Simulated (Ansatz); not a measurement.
## Elastic constants of CdTe at 3 GPa (stress–strain coefficients): input and output

Level of theory: Ansatz 0.2.0, DFT PBE, scalar-relativistic, plane waves, PAW.

Launched with:
```bash
ansatz run input.yaml --threads 1 --pin off --max-ram 3072MiB --backend cpu --events-out ev --progress --plain --runs-dir out
```

Input (bare energies are in eV):
```yaml
crystal:
  lattice:
    - [0.0, 3.2310218521, 3.2310218521]
    - [3.2310218521, 0.0, 3.2310218521]
    - [3.2310218521, 3.2310218521, 0.0]
  atoms:
    - { symbol: Cd, position: [0.0, 0.0, 0.0] }
    - { symbol: Te, position: [0.75, 0.75, 0.75] }
basis:
  ecutwfc: 420
kpoints:
  mp_grid: { grid: [10, 10, 10] }
hamiltonian:
  xc: pbe
scf:
  occupations: { method: fixed }
output:
  forces: true
  stress: true
  eigenvalues: true
  polarization: {}
elastic:
  mode: relaxed_ion
  stencil: two_point
```

From the output:
```
--- Elastic constants: 2 strain directions × 2 members + reference (group order 24) ---
  dense FFT box of the reference and of every strained cell: 32×32×32
  strains applied: 11, 23; error gains: componentwise 1.00 (the most a stress slope's error grows in a printed constant), spectral 1.73 (1 for all six strains in a standard setting)
  C = ∂σ_k/∂η_j (tension-positive GPa; Voigt order 11 22 33 23 13 12):
        58.231     44.100     44.100      0.000     -0.000     -0.000
        44.100     58.231     44.100      0.000      0.000      0.000
        44.100     44.100     58.231      0.000      0.000     -0.000
        -0.000     -0.000     -0.000     17.873      0.000      0.000
        -0.000     -0.000     -0.000     -0.000     17.873      0.000
         0.000     -0.000      0.000     -0.000      0.000     17.873
  reference stress σ⁰ (GPa):     -2.988     -2.988     -2.988     -0.000      0.000     -0.000
  C* (energy form; C + prestress term) asymmetry max|C*_kj − C*_jk| = 7.105e-15 GPa — a small one proves nothing (zero by symmetry where the batch's group is 432, −43m or m−3m); a large one is finite-difference/SCF noise where every solve ...
  moduli (Voigt/Reuss/Hill, GPa): K = 48.81/48.81/48.81   G = 13.55/11.09/12.32   E = 34.09   ν = 0.384
  mechanically stable: yes (min eigenvalue of sym C = 14.13 GPa)
  e, the proper piezoelectric tensor (elastic.mode: relaxed_ion; C/m²; rows x y z; Voigt order 11 22 33 23 13 12):
      -0.00000    0.00000    0.00000   -0.11198   -0.00000    0.00000
       0.00000    0.00000    0.00000    0.00000   -0.11198    0.00000
       0.00000   -0.00000   -0.00000   -0.00000    0.00000   -0.11198
  ±, each entry's uncertainty from the finite density of the strings (C/m²), an estimate: the size of the correction for it that the entry includes:
       0.00000    0.00000    0.00000    0.00387    0.00000    0.00000
       0.00000    0.00000    0.00000    0.00000    0.00387    0.00000
       0.00000    0.00000    0.00000    0.00000    0.00000    0.00387
  the group's symmetry takes up to 1.0e-8 C/m² out of the measured responses: error of the strings' finite density and of the mesh across them, as far as it breaks the symmetry (raise kpoints.mp_grid and any string_points); the largest step ...
  strain η (Voigt 11):  stress-route row diagonal C_11 = 58.23 GPa, energy-path curvature d²(F+E_count+ΔE)/dδ²/Ω₀ = 58.31 GPa
         δ    σ_11 (GPa) F (eV) n_scf n_hpsi n_pw
    -2.000e-3      -3.1047      -15235.2932288       9   49705   1363   relax 0 steps, max|allowed force component| 3.47e-17 eV/Å
     2.000e-3      -2.8718      -15235.2982641       9   49058   1363   relax 0 steps, max|allowed force component| 3.47e-17 eV/Å
  strain η (Voigt 23):  stress-route row diagonal C_44 = 17.87 GPa, energy-path curvature d²(F+E_count+ΔE)/dδ²/Ω₀ = 19.43 GPa
         δ    σ_23 (GPa) F (eV) n_scf n_hpsi n_pw
    -2.000e-3      -0.0357      -15235.2957770       3   39550   1363   relax 3 steps, max|allowed force component| 1.02e-7 eV/Å
     2.000e-3       0.0357      -15235.2957770       3   39613   1363   relax 3 steps, max|allowed force component| 1.01e-7 eV/Å
--- Formal polarisation (Berry phase): one branch of a lattice of values; only differences between neighbouring runs are physical ---
  axis mesh electronic ionic p = total spread (rad) least overlap resolved gap  δp at fixed H ≤   (phases in cycles; p mod 2; gap in eV; gap and δp judge the states as solved, not the mesh's step, its ...
  b1    10×10×10        0.50000000    12.00000000    12.50000000      0.294669         0.8314        0.7994           5.2e-6
  b2    10×10×10        0.50000000    12.00000000    12.50000000      0.294669         0.8314        0.7994           5.2e-6
  b3    10×10×10        0.50000000    12.00000000    12.50000000      0.294669         0.8314        0.7994           5.2e-6
  quantum along a1:   0.13546753 e/Å² =   217.042909 µC/cm²
  quantum along a2:   0.13546753 e/Å² =   217.042909 µC/cm²
  quantum along a3:   0.13546753 e/Å² =   217.042909 µC/cm²
  P = (  1.19737510,   1.19737510,   1.19737510) e/Å² = ( 1918.406407,  1918.406407,  1918.406407) µC/cm²  (mod the quanta)
```

It took 3.5 min on 1 thread of Intel(R) Xeon(R) Platinum 8488C (Sapphire Rapids), with other jobs on the host, peak memory 0.87 GiB.

Spin–orbit coupling is left out, which matters for heavy elements. At this pressure the crystal is close to a known change of phase.